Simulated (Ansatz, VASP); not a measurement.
Two plane-wave programs on TiB2

```xyz
3
Lattice="3.0292 0.0000 0.0000 -1.5146 2.6234 0.0000 0.0000 0.0000 3.2284" Properties=species:S:1:pos:R:3 pbc="T T T"
Ti    0.0000    0.0000    0.0000
B     0.0000    1.7489    1.6142
B     1.5146    0.8745    1.6142
```

Alike in both runs: task relaxation of cell and atoms; functional r2SCAN; k mesh 15 × 15 × 14; occupations gaussian, width 0.1 eV; no spin polarisation.

|  | VASP | Ansatz |
| --- | --- | --- |
| version | VASP 6.6.1 | Ansatz 0.2.0 |
| potentials or method | VASP PAW PBE potentials, release 64 (Ti_sv, B) | scalar-relativistic, plane waves, PAW |
| plane-wave cutoff (eV) | 600 | 500 |
| valence electrons in the cell | 18 | 18 |

|  | VASP | Ansatz | Ansatz less VASP |
| --- | --- | --- | --- |
| gap on the k mesh at the Fermi level, each at its own relaxed structure (eV) | none | none | - |
| relaxed volume (Å³/atom) | 8.54 | 8.51 | -0.028 |
| relaxed cell length with the largest relative difference (Å) | 3.227 | 3.222 | -0.0053 |

A gap of «none» marks a metal or a gap that the smearing closes.

Caveats: the PAW data sets were made with another functional, which shifts forces and pressure a little (VASP).
